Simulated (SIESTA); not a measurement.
Crystal: ScAl3.

```xyz
4
Lattice="4.0878 0.0000 0.0000 0.0000 4.0878 0.0000 0.0000 0.0000 4.0878" Properties=species:S:1:pos:R:3 pbc="T T T"
Sc    0.0000    0.0000    0.0000
Al    2.0439    2.0439    0.0000
Al    0.0000    2.0439    2.0439
Al    2.0439    0.0000    2.0439
```

The cell is a database's computed one.

Base run:

| Item | Value |
| --- | --- |
| Program | SIESTA 5.4.2 |
| Functional | PBEsol |
| Potentials or basis | PseudoDojo 0.4 standard (PBEsol files) |
| Basis | TZP (energy shift 0.003 Ry; two zetas on semicore shells) |
| Grid cutoff | 800 Ry |
| Energy shift | 0.003 Ry |
| k mesh | 7 × 7 × 7 |
| Occupations | fermi-dirac, width 0.05 eV |
| Spin | no spin polarisation |

Its results: band gap on the k mesh none (metal or under the smearing width); pressure -1.2 GPa.

Problem. The run is repeated on the same cell with these changes: basis from TZP (energy shift 0.003 Ry; two zetas on semicore shells) to SZ (energy shift 0.003 Ry). What comes out?

Solution. Band gap on the k mesh none (metal or under the smearing width); pressure 6.8 GPa.

Caveats: the basis of atomic orbitals isn't converged, which shifts pressures, moduli and gaps; the basis has no polarisation orbitals (some runs).
